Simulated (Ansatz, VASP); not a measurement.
CaSe in VASP and in Ansatz

```xyz
2
Lattice="0.0000 3.4708 2.8486 3.4708 0.0000 2.8486 3.4708 3.4708 0.0000" Properties=species:S:1:pos:R:3 pbc="T T T"
Ca    0.0000    0.0000    0.0000
Se    1.7354    1.7354    1.4243
```

Change from the starting cell: epitaxial_xy strain +5.8%.

Alike in both runs: task single point; functional r2SCAN; k mesh 6 × 6 × 6; no spin polarisation.

|  | VASP | Ansatz |
| --- | --- | --- |
| version | VASP 6.6.1 | Ansatz 0.2.0 |
| potentials or method | VASP PAW PBE potentials, release 64 (Ca_sv, Se) | plane waves, PAW |
| plane-wave cutoff (eV) | 520 | 500 |
| occupations | gaussian, width 0.01 eV | fixed |
| valence electrons in the cell | 16 | 26 |

|  | VASP | Ansatz | Ansatz less VASP |
| --- | --- | --- | --- |
| gap on the k mesh at the Fermi level (eV) | 3.50 | 3.52 | +0.013 |
| pressure (GPa) | 0.3 | 0.1 | -0.19 |
| largest component of the traceless stress (GPa) | 0.18 | 0.13 | -0.055 |

The two sets of potentials don't hold the same shells in valence.

Caveats: the PAW data sets were made with another functional, which shifts forces and pressure a little (VASP). A k mesh can miss the band edges.
